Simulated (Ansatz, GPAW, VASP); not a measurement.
## K: programs and potentials compared

```
K
1.0
    -2.69756    2.69756    2.69756
     2.69756   -2.69756    2.69756
     2.69756    2.69756   -2.69756
K
1
Direct
  0.00000 0.00000 0.00000
```

Alike in all runs: task single point; functional LDA; k mesh 7 × 7 × 7; occupations gaussian, width 0.1 eV; no spin polarisation; no spin-orbit coupling. LDA stands for any of its common fits. Pressure is positive in compression and, in plane waves, holds the error of the finite cutoff.

```csv
program and potentials,plane-wave cutoff (eV),notes,pressure (GPa)
"Ansatz, all-electron LAPW, scalar-relativistic",-,-,?
"VASP, LDA PAW files K_sv, release 54, 520 eV",520,-,-0.63
"GPAW, the program's PAW data sets (release 1.2.1) made for this functional",600,-,-0.63
```

Task: Estimate from the other rows what the run with Ansatz, all-electron LAPW, scalar-relativistic gave.

Result: Pressure -0.62 GPa. The other rows, which needn't bracket it: pressure -0.63.
